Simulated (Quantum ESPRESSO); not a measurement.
HfO2:

```
Hf O
1.0
     3.55802    0.00000    0.00000
     0.00000    3.55802    0.00000
     0.00000    0.00000    5.17186
Hf O
2 4
Direct
  0.00000 0.00000 0.00000
  0.50000 0.50000 0.50000
  0.00000 0.50000 0.19721
  0.50000 0.00000 0.30279
  0.50000 0.00000 0.80279
  0.00000 0.50000 0.69721
```

Measurements of this composition are mostly on another form, of space group No. 14.

Base run:

- Program: Quantum ESPRESSO 7.5
- Functional: WC
- Potentials or basis: GBRV 1.5 PBE
- Cutoff: 612 eV
- Density cutoff: 4898 eV
- k mesh: 6 × 6 × 4, shifted
- Occupations: fermi-dirac, width 0.05 eV
- Spin: no spin polarisation

Its results: pressure 1.2 GPa; largest force 0.122 eV/Å; electronic dielectric tensor (diagonal) 5.24, 5.24, 4.72.

Question: The run is repeated on the same cell with these changes: functional from WC to BLYP. What comes out?

Answer: Pressure 15.6 GPa; largest force 0.188 eV/Å; electronic dielectric tensor (diagonal) 5.07, 5.07, 4.58.

BLYP binds less tightly than WC, so the same cell stands under more pressure.

Caveats: the potentials were made for another functional, which shifts forces and pressure; the cell is more than 3 GPa from zero pressure, which shifts response properties (some runs).

Not every run made on this cell is shown here.
